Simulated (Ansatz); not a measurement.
Crystal: AlNi.

```
CELL_PARAMETERS angstrom
2.88100 0.00000 0.00000
0.00000 2.88100 0.00000
0.00000 0.00000 2.88100
ATOMIC_POSITIONS crystal
Ni 0.50000 0.50000 0.50000
Al 0.00000 0.00000 0.00000
```

| Property | Result |
| --- | --- |
| Program | Ansatz 0.2.0 |
| Task | relaxation of cell and atoms |
| Functional | BLYP |
| Potentials or basis | all-electron LAPW, scalar-relativistic |
| Basis error allowed | 0.001 eV/atom |
| k mesh | 9 × 9 × 9 |
| Occupations | fermi-dirac, width 0.05 eV |
| Spin | collinear spin, ferromagnetic start |
| Starting moments | [1.0, 0.0] μB |

At the start: volume 11.96 Å³/atom.

**Question.** How do energy, volume and symmetry change on relaxing?

**Answer.** Over 5 steps the energy falls by 10.0 meV/atom and the volume is 12.46 Å³/atom (+4.2 %); space group Pm-3m (No. 221, to 0.05 Å); moment 0.00 μB per cell.

Step by step:
```
step  energy change (eV)  largest force (eV/Å)  volume (Å³)
   1              0.0000                0.0000        23.91
   2             -0.0164                0.0000        24.49
   3             -0.0199                0.0000        24.90
   4             -0.0199                0.0000        24.93
   5             -0.0199                0.0000        24.93
```

Final structure:
```
Ni Al
1.0
     2.92123    0.00000    0.00000
     0.00000    2.92123    0.00000
     0.00000    0.00000    2.92123
Ni Al
1 1
Direct
  0.50000 0.50000 0.50000
  0.00000 0.00000 0.00000
```

Caveat: the starting moments weren't kept.
